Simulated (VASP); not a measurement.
# NaI (F-43m) in VASP: further runs, part 3 of 3

VASP 6.6.1. The steps go on from the part before.

### Step 5. Electric field gradients, PBE (x and y stretched by +1.5 %, z held)

File INCAR:

```
SYSTEM = NaI
ALGO = Fast
EDIFF = 1E-8
ENCUT = 520
GGA = PE
ISIF = 2
ISMEAR = -1
LASPH = .True.
LCHARG = .False.
LEFG = .True.
LREAL = .False.
LWAVE = .False.
NBANDS = 14
NELM = 100
PREC = Accurate
SIGMA = 0.05
```

File KPOINTS:

```
k-points
0
Gamma
  10 10 10
  0 0 0
```

File POSCAR:

```
NaI
1.0
    0.0000000000      3.6350993229      3.5813786433
    3.6350993229      0.0000000000      3.5813786433
    3.6350993229      3.6350993229      0.0000000000
Na I
1 1
Direct
    0.0000000000      0.0000000000      0.0000000000
    0.2500000000      0.2500000000      0.2500000000
```

Potentials or basis: VASP PAW PBE potentials, release 64 (Na_pv, I).

On the command line:

```sh
$ cat potpaw_PBE.64/Na_pv/POTCAR potpaw_PBE.64/I/POTCAR > POTCAR
$ mpirun -np 1 vasp_std > vasp.out
```

OUTCAR:

```text
SYSTEM = NaI
   EDIFF = 1E-8
   ENCUT = 520
   GGA = PE
   ISIF = 2
   ISMEAR = -1
   LASPH = .True.
   LREAL = .False.
   NELM = 100
   PREC = Accurate

 ion  position               nearest neighbor table
   1  0.000  0.000  0.000-   2 3.13   2 3.13   2 3.13   2 3.13
   2  0.250  0.250  0.250-   1 3.13   1 3.13   1 3.13   1 3.13

  LATTYP: Found a body centered tetragonal cell.
 ALAT       =     5.1408067630
 C/A-ratio  =     1.3933138546

  Lattice vectors:

 A1 = (   0.0000000000,  -3.6350993229,  -3.5813786433)
 A2 = (   0.0000000000,   3.6350993229,  -3.5813786433)
 A3 = (   3.6350993229,   0.0000000000,   3.5813786433)

Analysis of symmetry for initial positions (statically):
=====================================================================
 Subroutine PRICEL returns:
 Original cell was already a primitive cell.

 Routine SETGRP: Setting up the symmetry group for a
 body centered tetragonal supercell.

 Subroutine GETGRP returns: Found  8 space group operations
 (whereof  8 operations were pure point group operations)
 out of a pool of 16 trial point group operations.

The static configuration has the point symmetry D_2d.

Analysis of symmetry for dynamics (positions and initial velocities):
=====================================================================
 Subroutine PRICEL returns:
 Original cell was already a primitive cell.

 Routine SETGRP: Setting up the symmetry group for a
 body centered tetragonal supercell.

 Subroutine GETGRP returns: Found  8 space group operations
 (whereof  8 operations were pure point group operations)
 out of a pool of 16 trial point group operations.

[... 169 lines left out ...]
     11       6.4188      0.00000
     12       8.0789      0.00000
     13       8.2326      0.00000
     14       9.3109      0.00000
[... 377 lines left out ...]
      1     -23.6040      2.00000
      2     -23.6017      2.00000
      3     -23.6016      2.00000
      4     -11.6349      2.00000
      5      -2.2538      2.00000
      6      -1.7239      2.00000
      7      -1.6855      2.00000
      8       4.0558      0.00000
      9       4.9954      0.00000
     10       6.2619      0.00000
     11       7.6012      0.00000
     12       7.9885      0.00000
     13       9.4865      0.00000
     14      10.5132      0.00000

 [... further k-points ...]
[... 5 lines left out ...]
  --------------------------------------------------------------------------------------
  -------------------------------------------------------------------------------------
  Total       -0.1736367     -0.1736367     -0.1551943      0.0000000      0.0000000      0.0000000
  in kB       -2.9392693     -2.9392693     -2.6270823      0.0000000      0.0000000      0.0000000
  external PRESSURE =      -2.8352069 kB  Pullay stress =       0.0000000 kB

 VOLUME and BASIS-vectors are now :
 -----------------------------------------------------------------------------
  energy-cutoff  :      520.00
  volume of cell :       94.65
      direct lattice vectors                 reciprocal lattice vectors
     0.000000000  3.635099323  3.581378643    -0.137547823  0.137547823  0.139611041
     3.635099323  0.000000000  3.581378643     0.137547823 -0.137547823  0.139611041
     3.635099323  3.635099323  0.000000000     0.137547823  0.137547823 -0.139611041

 POSITION                                       TOTAL-FORCE (eV/Angst)
 -----------------------------------------------------------------------------------
      0.00000      0.00000      0.00000         0.000000      0.000000     -0.000000
      1.81755      1.81755      1.79069        -0.000000     -0.000000      0.000000
 -----------------------------------------------------------------------------------
    total drift:                                0.000001      0.000001      0.000001

  FREE ENERGIE OF THE ION-ELECTRON SYSTEM (eV)
  ---------------------------------------------------
  free  energy   TOTEN  =        -5.2914307061 eV

  energy  without entropy=       -5.2914307061  energy(sigma->0) =       -5.29143071

 Electric field gradients (V/A^2)
---------------------------------------------------------------------
 ion       V_xx      V_yy      V_zz      V_xy      V_xz      V_yz
---------------------------------------------------------------------
   1      -0.161    -0.161     0.321     0.003     0.003     0.003
   2       1.790     1.790    -3.579    -0.000    -0.000    -0.000
---------------------------------------------------------------------

 Electric field gradients after diagonalization (V/A^2)
 (convention: |V_zz| > |V_xx| > |V_yy|)
----------------------------------------------------------------------
 ion       V_xx      V_yy      V_zz     asymmetry (V_yy - V_xx)/ V_zz
----------------------------------------------------------------------
   1      -0.163    -0.158     0.321       0.017
   2       1.790     1.789    -3.579       0.000
----------------------------------------------------------------------

           NMR quadrupolar parameters

 Cq : quadrupolar parameter    Cq=e*Q*V_zz/h
 eta: asymmetry parameters     (V_yy - V_xx)/ V_zz
 Q  : nuclear electric quadrupole moment in mb (millibarn)
----------------------------------------------------------------------
 ion       Cq(MHz)       eta       Q (mb)
----------------------------------------------------------------------
   1       0.001       0.017       1.000
   2      -0.009       0.000       1.000
----------------------------------------------------------------------
```

It took 2.6 min on 1 thread of Intel Xeon Platinum 8259CL at 2.50GHz (Skylake/Cascade Lake), shared host; peak memory 0.33 GiB.

What came out:

- Free energy: -5.2914 eV
- Pressure: -0.3 GPa
- Band gap on the k mesh: 3.71 eV, direct

Electric field gradients, principal values (V/Å²):
```tsv
atom	Vxx	Vyy	Vzz
1 Na	-0.158	-0.163	0.321
2 I	1.789	1.790	-3.579
```

Caveat: spin-orbit coupling is left out, which moves the levels of the heavy elements.

### Step 6. Overview

| level | potentials or basis | cell | gap on the mesh (eV) | pressure (GPa) |
| --- | --- | --- | --- | --- |
| PBEsol | VASP PAW PBE potentials, release 64 (Na_pv, I) | as given | 3.68 | -0.4 |
| LDA | VASP PAW LDA potentials, release 64 (Na_pv, I) | functional lda, volume scaled by 0.96, PAW files | 3.51 | -0.9 |
| LDA | VASP PAW LDA potentials, release 64 (Na_pv, I) | as given | 3.45 | -1.2 |
| PBE | VASP PAW PBE potentials, release 64 (Na_pv, I) | x and y stretched by +1.5 %, z held, PAW files | 3.71 | -0.3 |

Alike in all rows: task electric field gradients; no spin polarisation; k mesh 10 × 10 × 10; cutoff (eV) 520; smearing fermi-dirac 0.05 eV.

Caveats: spin-orbit coupling is left out, which moves the levels of the heavy elements; the PAW data sets were made with another functional, which shifts forces and pressure a little (some runs).

Total energies depend on the potentials used, so only differences within one code and one set of settings carry meaning.
